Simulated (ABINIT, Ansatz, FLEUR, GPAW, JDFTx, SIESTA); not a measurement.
Sn: programs and potentials compared

```
Sn
1.0
     0.00000    3.23334    3.23334
     3.23334    0.00000    3.23334
     3.23334    3.23334    0.00000
Sn
2
Direct
  0.75132 0.75902 0.76259
  0.49467 0.50900 0.50001
```

This isn't the form of Sn at room conditions, which is tetragonal (white tin).

Atoms were shifted at random by some hundredths of an Å from the given cell, which wasn't relaxed again for these runs.

Alike in all runs: task single point; functional PBEsol; k mesh 7 × 7 × 7; occupations fermi-dirac, width 0.05 eV; no spin polarisation; no spin-orbit coupling. Pressure is positive in compression and, in plane waves, holds the error of the finite cutoff.

```csv
program and potentials,plane-wave cutoff (eV),notes,pressure (GPa),largest force (eV/Å),energy over the undisturbed cell (meV/atom)
"JDFTx, PseudoDojo-SR-PBEsol-0.4.1-standard with smoothed tails",980,-,1.79,0.561,11.45
"SIESTA, files PseudoDojo sr-pbesol-0.4.1-standard, DZP (energy shift 0.003 Ry; two zetas on semicore shells)",-,atomic basis,2.04,0.593,12.00
"FLEUR, all-electron, FLAPW",-,-,-,0.557,11.36
"Ansatz, all-electron LAPW, scalar-relativistic",-,-,1.68,0.556,-
"ABINIT, PseudoDojo NC SR PBEsol v0.4.1 standard",980,-,1.79,0.561,11.44
"GPAW, PAW data sets generated for this functional",600,-,1.40,0.555,11.30
```

Force on atom 1 (Sn), eV/Å:

```csv
program and potentials,x,y,z
"JDFTx, PseudoDojo-SR-PBEsol-0.4.1-standard with smoothed tails",-0.292,-0.465,-0.118
"SIESTA, files PseudoDojo sr-pbesol-0.4.1-standard, DZP (energy shift 0.003 Ry; two zetas on semicore shells)",-0.308,-0.493,-0.122
"FLEUR, all-electron, FLAPW",-0.289,-0.461,-0.117
"Ansatz, all-electron LAPW, scalar-relativistic",-0.289,-0.460,-0.117
"ABINIT, PseudoDojo NC SR PBEsol v0.4.1 standard",-0.292,-0.465,-0.118
"GPAW, PAW data sets generated for this functional",-0.288,-0.460,-0.116
```

The pressure spans 1.40 (GPAW, PAW data sets generated for this functional) to 2.04 GPa (SIESTA, files PseudoDojo sr-pbesol-0.4.1-standard, DZP (energy shift 0.003 Ry; two zetas on semicore shells)), with all-electron results at 1.68. Rows in atomic bases carry the error of their basis and grid, which can be large.

The functional is the same throughout but for its coding, so the spread measures potentials, basis and numerics; runs on potential files found faulty are left out.

The displaced grey-tin lattice gives nearly the same restoring force in both all-electron codes (0.556 and 0.557 eV/Å), and the PAW and plane-wave pseudopotential runs stay close to them. These forces come from stretching and bending the directional sp³ bonds, which all these potentials evidently describe alike. SIESTA stands apart with 0.593 eV/Å and the highest distortion energy. As ABINIT uses the same pseudopotential family without this excess, the atomic-orbital basis is the probable source: a limited set of orbitals adapts less fully to the lowered site symmetry, making the lattice look too stiff.

Pressure discriminates more sharply. GPAW matches the all-electron forces yet gives the lowest pressure, since a volume derivative also picks up errors that largely cancel when atoms move in a fixed cell. The positive sign throughout suggests that the cell is somewhat smaller than the PBEsol equilibrium. Agreement between codes doesn't test how well PBEsol describes the delicate energy balance between grey and white tin.
